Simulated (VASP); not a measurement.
# P (Fmm2) in VASP: a series of runs, part 2 of 2

VASP 6.6.1. Earlier steps stand in the parts before.

**3. Single point, PBE (random cell with space group Fmm2 (No. 42))**

The input, INCAR:

```
SYSTEM = P
PREC     = Accurate       ! precision mode
ENCUT    = 520            ! plane-wave cutoff, eV
EDIFF    = 1E-6           ! SCF threshold, eV
ISMEAR   = 0              ! smearing method
SIGMA    = 0.1            ! smearing width, eV
LREAL    = .False.        ! projectors in reciprocal space
LASPH    = .True.         ! aspherical terms in the spheres
NELM     = 60             ! most SCF steps
ALGO     = Normal         ! electronic algorithm
ISIF     = 2              ! what is computed and relaxed
LWAVE    = .False.        ! write WAVECAR
LCHARG   = .False.        ! write CHGCAR
GGA      = PE             ! functional
NBANDS   = 14             ! bands
```

The input, KPOINTS:

```
regular mesh
0
Gamma
  6 6 6
  0 0 0
```

The input, POSCAR:

```
P
1.0
    0.0000000000      4.5778834316      4.0228010978
    1.5900388445      0.0000000000      4.0228010978
    1.5900388445      4.5778834316      0.0000000000
P
3
Direct
    0.7130471712      0.3765017484      0.6234982516
    0.3765017484      0.7130471712      0.2869528288
    0.7437810804      0.7437810804      0.2562189196
```

Potentials or basis: VASP PAW PBE potentials, release 64 (P).

Command:

```
cat potpaw_PBE.64/P/POTCAR > POTCAR
mpirun -np 1 vasp_std > vasp.out
```

OUTCAR:

```text
SYSTEM = P
   PREC = Accurate
   ENCUT = 520
   EDIFF = 1E-6
   ISMEAR = 0
   LREAL = .False.
   LASPH = .True.
   NELM = 60
   ISIF = 2
   GGA = PE

 ion  position               nearest neighbor table
   1  0.713  0.377  0.623-   2 2.18   2 2.18   3 2.22
   2  0.377  0.713  0.287-   1 2.18   1 2.18   3 2.22
   3  0.744  0.744  0.256-   1 2.22   2 2.22

  LATTYP: Found a face centered orthorhombic cell.
 ALAT       =     3.1800776890
 B/A-ratio  =     2.5300017743
 C/A-ratio  =     2.8791016317

  Lattice vectors:

 A1 = (   0.0000000000,   4.5778834316,   4.0228010978)
 A2 = (  -1.5900388445,   4.5778834316,   0.0000000000)
 A3 = (  -1.5900388445,   0.0000000000,   4.0228010978)

Analysis of symmetry for initial positions (statically):
=====================================================================
 Subroutine PRICEL returns:
 Original cell was already a primitive cell.

 Routine SETGRP: Setting up the symmetry group for a
 face centered orthorhombic supercell.

 Subroutine GETGRP returns: Found  4 space group operations
 (whereof  4 operations were pure point group operations)
 out of a pool of  8 trial point group operations.

The static configuration has the point symmetry C_2v.

Analysis of symmetry for dynamics (positions and initial velocities):
=====================================================================
 Subroutine PRICEL returns:
 Original cell was already a primitive cell.

 Routine SETGRP: Setting up the symmetry group for a
 face centered orthorhombic supercell.

 Subroutine GETGRP returns: Found  4 space group operations
 (whereof  4 operations were pure point group operations)
 out of a pool of  8 trial point group operations.

The dynamic configuration has the point symmetry C_2v.

 Subroutine INISYM returns: Found  4 space group operations
 (whereof  4 operations are pure point group operations),
 and found     1 'primitive' translations

----------------------------------------------------------------------------------------
[... 128 lines left out ...]
  energy-cutoff  :      520.00
  volume of cell :       58.56
 maximum number of plane-waves:      1592
 NGX is ok and might be reduce to    48
   NGX = 23   NGY = 17   NGZ = 19

 number of electron      15.0000000 magnetization

 Free energy of the ion-electron system (eV)
  ---------------------------------------------------
  ext. energy  EPLUGINS =         0.00000000
  ---------------------------------------------------
  free energy    TOTEN  =       -15.32743633 eV

  energy without entropy =      -15.32375566  energy(sigma->0) =      -15.32559599

 E-fermi :   5.5915     XC(G=0):  -9.7574

 val. band max:        5.5859836722   @ k =   0.5000   0.1667   0.1667
 cond. band min:       5.8022072836   @ k =   0.3333   0.0000   0.1667
 fundamental gap:      0.2162236115
 Fermi energy:         5.5915359648

 k-point     1 :       0.0000    0.0000    0.0000
  band No.  band energies     occupation
      1      -9.2556      2.00000
      2      -4.2482      2.00000
      3      -2.4696      2.00000
      4       1.4265      2.00000
      5       2.7024      2.00000
      6       3.7629      2.00000
      7       5.4206      1.98439
      8       6.9545      0.00000
      9       8.1424      0.00000
     10       8.5780      0.00000
     11       9.0961      0.00000
     12      10.0160      0.00000
     13      10.1821      0.00000
     14      13.1736      0.00000
[... 377 lines left out ...]
      1      -8.7545      2.00000
      2      -5.2461      2.00000
      3      -2.2210      2.00000
      4       0.8087      2.00000
      5       2.1280      2.00000
      6       3.5424      2.00000
      7       5.0333      2.00000
      8       6.7755      0.00000
      9       8.3238      0.00000
     10       9.3455      0.00000
     11      11.0334      0.00000
     12      11.2320      0.00000
     13      12.0466      0.00000
     14      13.6263      0.00000

 [... further k-points ...]

------------------------ aborting loop because EDIFF is reached ----------------------------------------

  FORCE on cell =-STRESS in cart. coord.  units (eV):
  Direction    XX          YY          ZZ          XY          YZ          ZX
  --------------------------------------------------------------------------------------
  -------------------------------------------------------------------------------------
  Total       -0.0656199     -0.1303926     -0.0584753      0.0000000      0.0000000      0.0000000
  in kB       -1.7952097     -3.5672421     -1.5997485      0.0000000      0.0000000      0.0000000
  external PRESSURE =      -2.3207334 kB  Pullay stress =       0.0000000 kB

 VOLUME and BASIS-vectors are now :
 -----------------------------------------------------------------------------
  energy-cutoff  :      520.00
  volume of cell :       58.56
      direct lattice vectors                 reciprocal lattice vectors
     0.000000000  4.577883432  4.022801098    -0.314457726  0.109220780  0.124291504
     1.590038844  0.000000000  4.022801098     0.314457726 -0.109220780  0.124291504
     1.590038844  4.577883432  0.000000000     0.314457726  0.109220780 -0.124291504

 POSITION                                       TOTAL-FORCE (eV/Angst)
 -----------------------------------------------------------------------------------
      1.59004      6.11855      4.38304         0.000000      0.034617      0.023824
      1.59004      3.03722      4.38304         0.000000     -0.034617      0.023824
      1.59004      4.57788      5.98417         0.000000      0.000000     -0.047649
 -----------------------------------------------------------------------------------
    total drift:                               -0.000000     -0.000000     -0.000303

  FREE ENERGIE OF THE ION-ELECTRON SYSTEM (eV)
  ---------------------------------------------------
  free  energy   TOTEN  =       -15.3274363298 eV

  energy  without entropy=      -15.3237556563  energy(sigma->0) =      -15.32559599
```

OSZICAR:

```text
N       E                     dE             d eps       ncg     rms          rms(c)
DAV:   1     0.456327231743E+02    0.45633E+02   -0.59651E+03  1288   0.876E+02
DAV:   2    -0.125609959056E+02   -0.58194E+02   -0.53258E+02  1712   0.146E+02
DAV:   3    -0.154121967580E+02   -0.28512E+01   -0.28246E+01  1720   0.336E+01
DAV:   4    -0.154451563993E+02   -0.32960E-01   -0.32949E-01  1542   0.441E+00
DAV:   5    -0.154457439967E+02   -0.58760E-03   -0.58757E-03  1734   0.569E-01    0.858E+00
DAV:   6    -0.153567719600E+02    0.88972E-01   -0.64655E-02  1570   0.169E+00    0.505E+00
DAV:   7    -0.153271745560E+02    0.29597E-01   -0.85858E-02  1564   0.175E+00    0.423E-01
DAV:   8    -0.153273055300E+02   -0.13097E-03   -0.85019E-03  1498   0.625E-01    0.195E-01
DAV:   9    -0.153273830453E+02   -0.77515E-04   -0.71638E-04  1726   0.170E-01    0.851E-02
DAV:  10    -0.153274146472E+02   -0.31602E-04   -0.95200E-05  1546   0.600E-02    0.304E-02
DAV:  11    -0.153274334308E+02   -0.18784E-04   -0.15777E-05  1576   0.275E-02    0.787E-03
DAV:  12    -0.153274359610E+02   -0.25302E-05   -0.30752E-06  1628   0.119E-02    0.535E-03
DAV:  13    -0.153274363298E+02   -0.36883E-06   -0.64510E-07  1116   0.532E-03
   1 F= -.15327436E+02 E0= -.15325596E+02  d E =-.368067E-02
```

stdout:

```text
POSCAR found type information on POSCAR P
 POSCAR found :  1 types and       3 ions
 scaLAPACK will be used
 LDA part: xc-table for (Slater+PW92), standard interpolation
 POSCAR, INCAR and KPOINTS ok, starting setup
 FFT: planning ... GRIDC
 FFT: planning ... GRID_SOFT
 FFT: planning ... GRID
 WAVECAR not read
 entering main loop
```

It took 44 s on 1 thread of AMD EPYC 7R13 (Zen 3), shared host; peak memory 0.18 GiB.

What came out:

| Quantity | Value |
| --- | --- |
| Free energy | -15.3274 eV |
| Pressure | -0.2 GPa |
| Largest force | 0.048 eV/Å |
| Band gap on the k mesh | none (metal or under the smearing width) |

Forces on the atoms (eV/Å):
```
P    0.000  0.035  0.024
P    0.000 -0.035  0.024
P    0.000  0.000 -0.048
```

Levels at points of the mesh, in eV from the Fermi level:
| k point | band 4 | band 5 | band 6 | band 7 | band 8 | band 9 | band 10 | band 11 |
| --- | --- | --- | --- | --- | --- | --- | --- | --- |
| (0.00, 0.00, 0.00) | -4.17 | -2.89 | -1.83 | -0.17 | 1.36 | 2.55 | 2.99 | 3.50 |
| (0.50, 0.00, 0.00) | -5.43 | -4.05 | -3.35 | -1.66 | -0.38 | 1.14 | 2.56 | 4.42 |
| (0.50, 0.50, 0.00) | -5.64 | -2.61 | -2.37 | -1.95 | 0.73 | 2.86 | 4.80 | 6.31 |
| (0.50, 0.00, 0.50) | -4.31 | -2.59 | -2.14 | -1.61 | 1.97 | 2.04 | 2.29 | 3.73 |
| (0.00, 0.50, 0.50) | -6.11 | -2.40 | -1.01 | 1.28 | 2.39 | 2.40 | 3.58 | 3.71 |

Caveat: the k mesh is coarse (spacing up to 0.37 Å⁻¹), so the values aren't converged.

**4. Relaxation of cell and atoms, PBE (random cell with space group Fmm2 (No. 42))**

The input, INCAR:

```
SYSTEM = P
PREC = Accurate
ENCUT = 600
EDIFF = 1E-7
ISMEAR = 0
SIGMA = 0.1
LREAL = .False.
LASPH = .True.
NELM = 100
ALGO = Normal
ISIF = 3
LWAVE = .False.
LCHARG = .False.
GGA = PE
IBRION = 2
NSW = 90
EDIFFG = -0.04
```

KPOINTS is that of step 3.

The input, POSCAR:

```
P
1.0
    0.0000000000      3.3756413433      2.6620331297
    2.9509320105      0.0000000000      2.6620331297
    2.9509320105      3.3756413433      0.0000000000
P
3
Direct
    0.6656156985      0.3139521121      0.6860478879
    0.3139521121      0.6656156985      0.3343843015
    0.8537621894      0.8537621894      0.1462378106
```

Potentials or basis: VASP PAW PBE potentials, release 64 (P).

Command:

```
cat potpaw_PBE.64/P/POTCAR > POTCAR
mpirun -np 1 vasp_std > vasp.out
```

OUTCAR:

```text
SYSTEM = P
   PREC = Accurate
   ENCUT = 600
   EDIFF = 1E-7
   ISMEAR = 0
   LREAL = .False.
   LASPH = .True.
   NELM = 100
   ISIF = 3
   GGA = PE
   IBRION = 2
   NSW = 90
   EDIFFG = -0.04

 ion  position               nearest neighbor table
   1  0.666  0.314  0.686-   3 2.27   3 2.31   2 2.37   2 2.84   2 2.84
   2  0.314  0.666  0.334-   3 2.27   3 2.31   1 2.37   1 2.84   1 2.84
   3  0.854  0.854  0.146-   1 2.27   2 2.27   1 2.31   2 2.31

  LATTYP: Found a face centered orthorhombic cell.
 ALAT       =     5.3240662594
 B/A-ratio  =     1.1085256519
 C/A-ratio  =     1.2680688702

  Lattice vectors:

 A1 = (   2.9509320105,   3.3756413433,   0.0000000000)
 A2 = (   0.0000000000,   3.3756413433,   2.6620331297)
 A3 = (   2.9509320105,   0.0000000000,   2.6620331297)

Analysis of symmetry for initial positions (statically):
[... 963 lines left out ...]
      1      -9.6198      2.00000
      2      -4.9200      2.00000
      3      -3.0285      2.00000
      4       0.2981      2.00000
      5       0.7814      2.00000
      6       2.3220      2.00000
      7       3.4461      2.00000
      8       3.6107      2.00000
      9       5.9896      0.00000
     10       7.2277      0.00000
     11       7.9705      0.00000

 [... further k-points ...]

[... ionic steps 4 to 68 ...]

--------------------------------------- Ionic step       69  -------------------------------------------

 number of electron      15.0000001 magnetization

------------------------ aborting loop because EDIFF is reached ----------------------------------------
[... 69 lines left out ...]
--------------------------------------- Ionic step       71  -------------------------------------------

 number of electron      15.0000001 magnetization

 Free energy of the ion-electron system (eV)
  ---------------------------------------------------
  ext. energy  EPLUGINS =         0.00000000
  ---------------------------------------------------
  free energy    TOTEN  =       -14.98878046 eV

  energy without entropy =      -14.98387713  energy(sigma->0) =      -14.98632879

 E-fermi :   3.8165     XC(G=0):  -8.7324

 val. band max:        3.8051925763   @ k =  -0.3333   0.3333   0.3333
 cond. band min:       3.8564282585   @ k =  -0.3333   0.3333   0.1667
 fundamental gap:      0.0512356822
 Fermi energy:         3.8165291758
[... 366 lines left out ...]
  FREE ENERGIE OF THE ION-ELECTRON SYSTEM (eV)
  ---------------------------------------------------
  free  energy   TOTEN  =       -14.9887804569 eV

  energy  without entropy=      -14.9838771270  energy(sigma->0) =      -14.98632879

 reached required accuracy - stopping structural energy minimisation
```

Run time: 23 min. Hardware: 1 thread of AMD EPYC 7R13 (Zen 3), shared host; peak memory 0.18 GiB.

Results:

```yaml
Free_energy: -14.9888 eV
Relaxed_volume: 23.80 Å³/atom
Relaxed_cell: a = 5.635 Å, b = 5.328 Å, c = 3.935 Å, α = 73.20°, β = 64.84°, γ = 41.96°
Space_group_after_relaxing_to_0.05_Å: Fmm2 (No. 42)
Energy_gained_by_relaxing: 363.4 meV/atom
Ionic_steps: 71
Pressure_after_relaxing: 0.0 GPa
Largest_force_after_relaxing: 0.007 eV/Å
Band_gap_on_the_k_mesh: none (metal or under the smearing width)
```

Forces on the atoms (eV/Å):
```
P    0.000  0.003 -0.004
P    0.000 -0.003 -0.004
P    0.000  0.000  0.007
```

The path:
```tsv
step	energy change (eV)	largest force (eV/Å)	pressure (GPa)	volume (Å³)
1	0.0000	0.4433	1.81	53.03
3	-0.0708	0.6148	-2.63	54.84
5	-0.1190	0.1594	-0.12	53.17
7	-0.1979	0.7192	3.76	50.65
9	-0.2283	0.9803	3.96	50.57
11	-0.2899	1.4100	6.08	49.83
13	-0.4964	1.6366	3.32	51.84
15	-0.6494	0.9728	1.94	54.39
17	-0.7889	0.1177	1.16	57.63
19	-0.8111	0.1847	-0.13	59.93
21	-0.7711	2.7449	5.01	67.08
23	-0.8618	1.0167	1.69	63.59
25	-0.8991	0.9750	1.42	66.34
27	-0.9062	0.9705	1.34	67.94
29	-0.9316	0.0532	-1.07	68.73
31	-0.9343	0.0341	-0.90	68.50
33	-0.9443	0.3493	0.03	66.74
35	-0.9483	0.2495	-0.09	66.68
37	-0.9611	0.1618	0.59	63.66
39	-0.9673	0.0880	0.56	64.44
41	-0.9718	0.9202	2.36	65.23
43	-0.9804	0.4848	1.63	65.01
45	-0.9883	0.4173	1.32	65.46
47	-1.0107	0.4242	0.22	67.17
49	-1.0387	0.6955	-1.04	69.74
51	-1.0469	0.2746	-1.22	71.69
53	-1.0705	0.2750	-0.41	70.25
55	-1.0792	0.0491	0.17	69.45
57	-1.0814	0.1199	-0.05	69.36
59	-1.0837	0.1907	-0.20	69.26
61	-1.0852	0.0849	0.35	69.04
63	-1.0872	0.0340	0.30	69.49
65	-1.0876	0.0781	0.27	69.75
67	-1.0895	0.1124	-0.07	70.74
69	-1.0898	0.1268	-0.24	71.28
71	-1.0903	0.0072	-0.01	71.41
```

Final structure:
```
P
1.0
     0.00000    3.07018    4.72484
     2.46151    0.00000    4.72484
     2.46151    3.07018    0.00000
P
3
Direct
  0.72598 0.36727 0.63273
  0.36727 0.72598 0.27402
  0.74008 0.74008 0.25992
```

Caveat: the volume moved by over 15 % at a fixed basis, so the end points are rough.

**5. The runs side by side**

```csv
task,cell,k mesh,cutoff (eV),mesh quality,gap on the mesh (eV),pressure (GPa),largest force (eV/Å)
single point,random cell with space group Fmm2 (No. 42),16 × 16 × 16,520,not flagged,none,-0.3,0.05
single point,random cell with space group Fmm2 (No. 42),6 × 6 × 6,520,coarse,none,-0.2,0.05
relaxation of cell and atoms,relaxed from: random cell with space group Fmm2 (No. 42),6 × 6 × 6,600,not flagged,none,0.0,0.01
```

Alike in all rows: level PBE; potentials or basis VASP PAW PBE potentials, release 64 (P); no spin polarisation; smearing gaussian 0.1 eV.

Caveats: some runs use coarse meshes; the volume moved by over 15 % at a fixed basis, so the end points are rough (some runs).

Total energies depend on the potentials used, so only differences within one code and one set of settings carry meaning.
